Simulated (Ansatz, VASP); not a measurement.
Given: the input of a run of Ansatz 0.2.0 on Si2Ni.

File input.yaml:

```yaml
crystal:
  lattice:
    - [0.0, 2.6478212519, 2.6478212519]
    - [2.6478212519, 0.0, 2.6478212519]
    - [2.6478212519, 2.6478212519, 0.0]
  atoms:
    - { symbol: Ni, position: [0.0, 0.0, 0.0], spin: 1.0 }
    - { symbol: Si, position: [0.75, 0.75, 0.75] }
    - { symbol: Si, position: [0.25, 0.25, 0.25] }
hamiltonian:
  xc: r2scan
  pseudopotentials: { kind: paw }
magnetization:
  spin_polarized: true
kpoints:
  mp_grid: { grid: [9, 9, 9] }
scf:
  occupations: { method: fermi_dirac, width: 0.05 }
output:
  forces: true
  stress: true
  eigenvalues: true
```

Potentials or basis: Ansatz PAW.

Launch:

```sh
$ ansatz run input.yaml --threads 2 --pin off --max-ram 5632MiB --backend cpu --events-out ev --progress --plain --runs-dir out
```

Translate it to VASP 6.6.1. Potentials there: VASP PAW PBE potentials, release 64 (Ni, Si).

As run (the cutoff follows the program's own potentials):

The input POSCAR:

```
Si2Ni
1.0
    0.0000000000      2.6478212519      2.6478212519
    2.6478212519      0.0000000000      2.6478212519
    2.6478212519      2.6478212519      0.0000000000
Ni Si
1 2
Direct
    0.0000000000      0.0000000000      0.0000000000
    0.7500000000      0.7500000000      0.7500000000
    0.2500000000      0.2500000000      0.2500000000
```

The input INCAR.step1:

```
PREC = Accurate ; ENCUT = 520
ISMEAR = -1 ; SIGMA = 0.05
LREAL = F ; LASPH = T
NELM = 150 ; ISPIN = 2
MAGMOM = 1 0 0 ; LMAXMIX = 4
NBANDS = 20 ; GGA = PE
ALGO = Normal ; EDIFF = 1E-4
LWAVE = T ; LCHARG = F
```

INCAR.step2

```
PREC = Accurate ; ENCUT = 520
EDIFF = 1E-6 ; ISMEAR = -1
SIGMA = 0.05 ; LREAL = F
LASPH = T ; NELM = 150
ALGO = Normal ; ISIF = 2
LWAVE = F ; LCHARG = F
ISPIN = 2 ; MAGMOM = 1 0 0
LORBIT = 11 ; LMAXMIX = 4
METAGGA = R2SCAN ; LMIXTAU = T
NBANDS = 20 ; ISTART = 1
```

Contents of KPOINTS:

```
regular mesh
0
Gamma
  9 9 9
```

Potentials or basis: VASP PAW PBE potentials, release 64 (Ni, Si).

Launch:

```bash
$ cat potpaw_PBE.64/Ni/POTCAR potpaw_PBE.64/Si/POTCAR > POTCAR
$ cp INCAR.step1 INCAR
$ mpirun -np 1 vasp_std > vasp.out
$ cp INCAR.step2 INCAR
$ mpirun -np 1 vasp_std > vasp.out
```

Both were run:

|  | VASP | Ansatz | Ansatz less VASP |
| --- | --- | --- | --- |
| gap on the k mesh at the Fermi level (eV) | none | none | - |
| pressure (GPa) | 8.8 | 9.0 | +0.13 |
| net moment per atom (μB) | 0.00 | 0.00 | 0.000 |

A gap of «none» marks a metal or a gap that the smearing closes. The two sets of potentials don't hold the same shells in valence.

Caveats: the PAW data sets were made with another functional, which shifts forces and pressure a little (VASP); the magnetic or orbital state may not be the lowest (Ansatz); the PAW data sets come from PBE, with cores solved anew for the run's functional, which leaves a small shift of forces and pressure (Ansatz); the starting moments weren't kept (Ansatz).
